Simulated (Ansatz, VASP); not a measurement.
## Two plane-wave programs on Hg

File INCAR:

```
SYSTEM = Hg
ALGO     = Normal         ! electronic algorithm
EDIFF    = 1E-6           ! SCF threshold, eV
ENCUT    = 520            ! plane-wave cutoff, eV
GGA      = CA             ! functional
ISIF     = 2              ! what is computed and relaxed
ISMEAR   = -1             ! smearing method
ISPIN    = 2              ! spin polarisation
ISYM     = 0            
LASPH    = .TRUE.         ! aspherical terms in the spheres
LCHARG   = .FALSE.        ! write CHGCAR
LORBIT   = 11             ! projections on sites
LREAL    = .FALSE.        ! projectors in reciprocal space
LWAVE    = .FALSE.        ! write WAVECAR
MAGMOM   = 0.01           ! initial moments
NBANDS   = 16             ! bands
NELM     = 150            ! most SCF steps
PREC     = Accurate       ! precision mode
SIGMA    = 0.01           ! smearing width, eV
```

File KPOINTS:

```
k-points
0
G
  1 1 1
  0 0 0
```

The input POSCAR:

```
Hg
1.0
   14.0000000000      0.0000000000      0.0000000000
    0.0000000000     14.4000000000      0.0000000000
    0.0000000000      0.0000000000     14.8000000000
Hg
1
Direct
    0.5000000000      0.5000000000      0.5000000000
```

Input for Ansatz:

```yaml
crystal:
  lattice:
    - [14.0, 0.0, 0.0]
    - [0.0, 14.4, 0.0]
    - [0.0, 0.0, 14.8]
  atoms:
    - { symbol: Hg, position: [0.5, 0.5, 0.5], spin: 0.01 }
  symmetry: { detect: false, time_reversal: true }
hamiltonian:
  xc: lda
  pseudopotentials:
    kind: paw
    azcp:
      Hg: "pseudopotentials/Hg.paw.azcp"
basis:
  ecutwfc: 420
  fft_grid_basis: typed
kpoints:
  mp_grid: { grid: [1, 1, 1], shift: [0, 0, 0] }
magnetization:
  spin_polarized: true
scf:
  occupations: { method: fermi_dirac, width: 0.01 }
```

The cell was built by a generator and needn't be a form met in nature.

Alike in both runs: task single point; functional LDA; k mesh 1 × 1 × 1; occupations fermi-dirac, width 0.01 eV; collinear spin.

```csv
,VASP,Ansatz
version,VASP 6.6.1,Ansatz 0.2.0
potentials or method,"VASP PAW LDA potentials, release 64 (Hg)","plane waves (420 eV) with PAW, scalar-relativistic"
plane-wave cutoff (eV),520,420
valence electrons in the cell,12,20
```

Ansatz gave:

* gap on the k mesh at the Fermi level (eV): 5.94
* net moment per atom (μB): 0.00

Task: What did VASP give for the same quantities?

Result: gap on the k mesh at the Fermi level (eV): 5.90; net moment per atom (μB): 0.00.

The two sets of potentials don't hold the same shells in valence. Ansatz warned: «pseudo_functional_mismatch».

Caveats: spin-orbit coupling is left out, which moves the levels of the heavy elements. Expect the measured gap to be larger: semilocal functionals such as LDA lack the derivative discontinuity.
